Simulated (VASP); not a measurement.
# PbSe (Clausthalite) (Fm-3m) in VASP: notebook, part 2 of 2

VASP 6.6.1. The steps go on from the part before.

## Step 4: Relaxation of cell and atoms, HSE06

This run uses another cell than the first one, of 28.43 Å³/atom, 0.946 times its volume.

POSCAR

```
PbSe                                    
1.0
    0.0000000000      3.0519897383      3.0519897383
    3.0519897383      0.0000000000      3.0519897383
    3.0519897383      3.0519897383     -0.0000000000
  Pb              Se            
     1     1
Direct
     0.0000000000000000    0.0000000000000000    0.0000000000000000
     0.5000000000000000    0.5000000000000000    0.5000000000000000
```

INCAR.step1

```
  ALGO = Normal
  EDIFF = 1E-5
  ENCUT = 520
  GGA = PE
  ISMEAR = 0
  KPAR = 4
  LASPH = T
  LCHARG = F
  LREAL = F
  LWAVE = T
  NELM = 80
  PREC = Accurate
  SIGMA = 0.03
```

INCAR.step2

```
  ALGO = Normal
  EDIFF = 1E-6
  EDIFFG = -0.01
  ENCUT = 520
  GGA = PE
  HFSCREEN = 0.2
  IBRION = 2
  ISIF = 3
  ISMEAR = 0
  ISTART = 1
  KPAR = 4
  LASPH = T
  LCHARG = F
  LHFCALC = T
  LREAL = F
  LWAVE = F
  NELM = 80
  NSW = 25
  PREC = Accurate
  PRECFOCK = Fast
  SIGMA = 0.03
```

KPOINTS

```
k-points
0
Gamma
  6 6 6
```

Potentials or basis: VASP PAW PBE potentials, release 64 (Pb_d, Se).

Run with:

```bash
$ cat potpaw_PBE.64/Pb_d/POTCAR potpaw_PBE.64/Se/POTCAR > POTCAR
$ cp INCAR.step1 INCAR
$ mpirun -np 4 vasp_std > vasp.out
$ cp INCAR.step2 INCAR
$ mpirun -np 4 vasp_std > vasp.out
```

OUTCAR:

```text
EDIFF = 1E-6
   EDIFFG = -0.01
   ENCUT = 520
   GGA = PE
   HFSCREEN = 0.2
   IBRION = 2
   ISIF = 3
   ISMEAR = 0
   ISTART = 1
   LASPH = T
   LHFCALC = T
   LREAL = F
   NELM = 80
   NSW = 25
   PREC = Accurate
   PRECFOCK = Fast

 ion  position               nearest neighbor table
   1  0.000  0.000  0.000-   2 3.05   2 3.05   2 3.05   2 3.05   2 3.05   2 3.05
   2  0.500  0.500  0.500-   1 3.05   1 3.05   1 3.05   1 3.05   1 3.05   1 3.05

  LATTYP: Found a face centered cubic cell.
 ALAT       =     6.1039794766

  Lattice vectors:

 A1 = (   0.0000000000,   3.0519897383,   3.0519897383)
 A2 = (   3.0519897383,   0.0000000000,   3.0519897383)
 A3 = (   3.0519897383,   3.0519897383,   0.0000000000)

Analysis of symmetry for initial positions (statically):
=====================================================================
 Subroutine PRICEL returns:
 Original cell was already a primitive cell.

 Routine SETGRP: Setting up the symmetry group for a
 face centered cubic supercell.

 Subroutine GETGRP returns: Found 48 space group operations
 (whereof 48 operations were pure point group operations)
 out of a pool of 48 trial point group operations.

The static configuration has the point symmetry O_h .

Analysis of symmetry for dynamics (positions and initial velocities):
=====================================================================
 Subroutine PRICEL returns:
 Original cell was already a primitive cell.

 Routine SETGRP: Setting up the symmetry group for a
 face centered cubic supercell.

 Subroutine GETGRP returns: Found 48 space group operations
 (whereof 48 operations were pure point group operations)
 out of a pool of 48 trial point group operations.

The dynamic configuration has the point symmetry O_h .

 Subroutine INISYM returns: Found 48 space group operations
 (whereof 48 operations are pure point group operations),
 and found     1 'primitive' translations

----------------------------------------------------------------------------------------

[... 131 lines left out ...]

 number of electron      20.0000003 magnetization

 Free energy of the ion-electron system (eV)
  ---------------------------------------------------
  ext. energy  EPLUGINS =         0.00000000
  ---------------------------------------------------
  free energy    TOTEN  =        -9.76042705 eV

  energy without entropy =       -9.76042705  energy(sigma->0) =       -9.76042705

------------------------ aborting loop because EDIFF is reached ----------------------------------------

  FORCE on cell =-STRESS in cart. coord.  units (eV):
  Direction    XX          YY          ZZ          XY          YZ          ZX
  --------------------------------------------------------------------------------------
  -------------------------------------------------------------------------------------
  Total        0.5916552      0.5916552      0.5916552      0.0000000     -0.0000000     -0.0000000
  in kB       16.6724747     16.6724747     16.6724747      0.0000000     -0.0000000     -0.0000000
  external PRESSURE =      16.6724747 kB  Pullay stress =       0.0000000 kB
[... 59 lines left out ...]
--------------------------------------- Ionic step        3  -------------------------------------------

 number of electron      19.9999993 magnetization

 E-fermi :   4.6325     XC(G=0):  -7.8336

 val. band max:        4.4750750531   @ k =   0.5000   0.0000   0.0000
 cond. band min:       5.2746841906   @ k =   0.5000   0.0000   0.0000
 fundamental gap:      0.7996091375
 Fermi energy:         4.6324838973

 k-point     1 :       0.0000    0.0000    0.0000
  band No.  band energies     occupation
      1     -14.1101      2.00000
      2     -14.1101      2.00000
      3     -14.1057      2.00000
      4     -14.1057      2.00000
      5     -14.1057      2.00000
      6     -10.3461      2.00000
      7      -2.2039      2.00000
      8       2.4038      2.00000
      9       2.4038      2.00000
     10       2.4038      2.00000
     11       9.9420      0.00000
     12       9.9420      0.00000
     13       9.9420      0.00000
     14      11.7133      0.00000
[... 288 lines left out ...]
--------------------------------------- Ionic step        4  -------------------------------------------

 number of electron      19.9999993 magnetization

 Free energy of the ion-electron system (eV)
  ---------------------------------------------------
  ext. energy  EPLUGINS =         0.00000000
  ---------------------------------------------------
  free energy    TOTEN  =        -9.76956986 eV

  energy without entropy =       -9.76956986  energy(sigma->0) =       -9.76956986

 E-fermi :   4.6468     XC(G=0):  -7.8378

 val. band max:        4.4900250590   @ k =   0.5000   0.0000   0.0000
 cond. band min:       5.2855067440   @ k =   0.5000   0.0000   0.0000
 fundamental gap:      0.7954816850
 Fermi energy:         4.6467667127

 k-point     1 :       0.0000    0.0000    0.0000
  band No.  band energies     occupation
      1     -14.0971      2.00000
      2     -14.0971      2.00000
      3     -14.0926      2.00000
      4     -14.0926      2.00000
      5     -14.0926      2.00000
      6     -10.3427      2.00000
      7      -2.1882      2.00000
      8       2.4119      2.00000
      9       2.4119      2.00000
     10       2.4119      2.00000
     11       9.9584      0.00000
     12       9.9584      0.00000
     13       9.9584      0.00000
     14      11.7246      0.00000
[... 282 lines left out ...]
  FREE ENERGIE OF THE ION-ELECTRON SYSTEM (eV)
  ---------------------------------------------------
  free  energy   TOTEN  =        -9.7695698601 eV

  energy  without entropy=       -9.7695698601  energy(sigma->0) =       -9.76956986

 reached required accuracy - stopping structural energy minimisation
```

Run time: 25 min. Hardware: 4 MPI ranks of AMD EPYC 7R13 (Zen 3), shared host; peak memory 0.28 GiB.

What came out:

```yaml
Free_energy: -9.7696 eV
Relaxed_volume: 29.30 Å³/atom
Relaxed_cell: a = 4.360 Å, b = 4.360 Å, c = 4.360 Å, α = 60.00°, β = 60.00°, γ = 60.00°
Space_group_after_relaxing_to_0.05_Å: Fm-3m (No. 225)
Energy_gained_by_relaxing: 4.6 meV/atom
Ionic_steps: 4
Pressure_after_relaxing: 0.0 GPa
Band_gap_on_the_k_mesh: 0.80 eV, direct
```

The path:
| step | energy change (eV) | largest force (eV/Å) | pressure (GPa) | volume (Å³) |
| --- | --- | --- | --- | --- |
| 1 | 0.0000 | 0.0000 | 1.67 | 56.86 |
| 2 | -0.0079 | 0.0000 | -0.45 | 59.33 |
| 3 | -0.0091 | 0.0000 | -0.06 | 58.67 |
| 4 | -0.0091 | 0.0000 | -0.02 | 58.60 |

Final structure:
```
Pb Se
1.0
     0.00000    3.08296    3.08296
     3.08296    0.00000    3.08296
     3.08296    3.08296    0.00000
Pb Se
1 1
Cartesian
  0.0000 0.0000 0.0000
  3.0830 3.0830 3.0830
```

Levels at points of the mesh, in eV from the valence-band top:
| k point | band 6 | band 7 | band 8 | band 9 | band 10 | band 11 | band 12 | band 13 | band 14 |
| --- | --- | --- | --- | --- | --- | --- | --- | --- | --- |
| (0.00, 0.00, 0.00) | -14.83 | -6.68 | -2.08 | -2.08 | -2.08 | 5.47 | 5.47 | 5.47 | 7.23 |
| (0.50, 0.00, 0.00) | -13.71 | -9.47 | -1.67 | -1.67 | 0.00 | 0.80 | 2.24 | 2.24 | 9.33 |
| (0.50, 0.50, 0.00) | -13.33 | -7.86 | -5.40 | -3.52 | -3.52 | 4.29 | 6.41 | 6.41 | 6.87 |

Caveat: the PAW data sets were made with another functional, which shifts forces and pressure a little; spin-orbit coupling is left out, which as a rule narrows the gap of such compounds by several tenths of an eV. A k mesh can miss the band edges.

## Step 5: Relaxation of cell and atoms, PBE

This run uses another cell than the first one, of 28.67 Å³/atom, 0.954 times its volume.

INCAR

```
  PREC = Accurate
  ENCUT = 300
  EDIFF = 1E-6
  ISMEAR = 0
  SIGMA = 0.03
  LREAL = F
  LASPH = T
  NELM = 80
  ALGO = Normal
  ISIF = 3
  LWAVE = F
  LCHARG = F
  GGA = PE
  IBRION = 2
  NSW = 90
  EDIFFG = -0.01
```

KPOINTS

```
Automatic mesh
0
Gamma
  4 4 4
```

POSCAR

```
PbSe
1.0
    0.0000000000      3.0606500000      3.0606500000
    3.0606500000      0.0000000000      3.0606500000
    3.0606500000      3.0606500000      0.0000000000
Pb Se
1 1
Direct
    0.0000000000      0.0000000000      0.0000000000
    0.5000000000      0.5000000000      0.5000000000
```

Potentials or basis: VASP PAW PBE potentials, release 64 (Pb, Se).

Run with:

```bash
$ cat potpaw_PBE.64/Pb/POTCAR potpaw_PBE.64/Se/POTCAR > POTCAR
$ mpirun -np 1 vasp_std > vasp.out
```

It took 8.2 s on 1 thread of AMD EPYC 7R13 (Zen 3), shared host; peak memory 0.11 GiB.

Results (log left out):

```yaml
Free_energy: -8.2194 eV
Relaxed_volume: 29.87 Å³/atom
Relaxed_cell: a = 4.388 Å, b = 4.388 Å, c = 4.388 Å, α = 60.00°, β = 60.00°, γ = 60.00°
Space_group_after_relaxing_to_0.05_Å: Fm-3m (No. 225)
Energy_gained_by_relaxing: 7.8 meV/atom
Ionic_steps: 3
Pressure_after_relaxing: 0.0 GPa
Band_gap_on_the_k_mesh: 0.42 eV, direct
```

The path:
```tsv
step	energy change (eV)	largest force (eV/Å)	pressure (GPa)	volume (Å³)
1	0.0000	0.0000	2.18	57.34
2	-0.0137	0.0000	-0.69	60.63
3	-0.0157	0.0000	0.00	59.74
```

Final structure:
```yaml
crystal:
  lattice:
    - [0.00000, 3.10271, 3.10271]
    - [3.10271, 0.00000, 3.10271]
    - [3.10271, 3.10271, 0.00000]
  atoms:
    - { symbol: Pb, position: [0.00000, 0.00000, 0.00000] }
    - { symbol: Se, position: [0.50000, 0.50000, 0.50000] }
```

Levels at points of the mesh, in eV from the valence-band top:
| k point | band 1 | band 2 | band 3 | band 4 | band 5 | band 6 | band 7 | band 8 | band 9 |
| --- | --- | --- | --- | --- | --- | --- | --- | --- | --- |
| (0.00, 0.00, 0.00) | -13.22 | -6.34 | -1.66 | -1.66 | -1.66 | 4.65 | 4.65 | 4.65 | 6.60 |
| (0.50, 0.00, 0.00) | -12.24 | -8.56 | -1.30 | -1.30 | 0.00 | 0.42 | 1.81 | 1.81 | 8.46 |
| (0.50, 0.50, 0.00) | -12.05 | -7.29 | -4.61 | -2.95 | -2.95 | 3.89 | 5.49 | 5.49 | 5.91 |

Caveat: the k mesh is coarse (spacing up to 0.44 Å⁻¹), so the values aren't converged; spin-orbit coupling is left out, which as a rule narrows the gap of such compounds by several tenths of an eV.

## Step 6: Summary

```tsv
level	potentials or basis	k mesh	cutoff (eV)	grid for exact exchange (PRECFOCK)	screening parameter	mesh quality	gap on the mesh (eV)	pressure (GPa)	relaxed volume (Å³/atom)
PBE	VASP PAW PBE potentials, release 64 (Pb_d, Se)	8 × 8 × 8	600	-	-	not flagged	0.44	0.0	-
PBEsol	VASP PAW PBE potentials, release 64 (Pb_d, Se)	8 × 8 × 8	600	-	-	not flagged	0.17	0.0	28.43
HSE06	VASP PAW PBE potentials, release 64 (Pb_d, Se)	6 × 6 × 6	520	Fast	0.2 1/A	not flagged	0.80	0.0	29.30
PBE	VASP PAW PBE potentials, release 64 (Pb, Se)	4 × 4 × 4	300	-	-	coarse	0.42	0.0	29.87
```

Alike in all rows: task relaxation of cell and atoms; no spin polarisation; cell relaxed; smearing gaussian 0.03 eV.

Caveats: some runs use coarse meshes; spin-orbit coupling is left out, which as a rule narrows the gap of such compounds by several tenths of an eV; the PAW data sets were made with another functional, which shifts forces and pressure a little (some runs); the relaxation stopped at its first step, so nothing moved (some runs).

Total energies depend on the potentials used, so only differences within one code and one set of settings carry meaning.
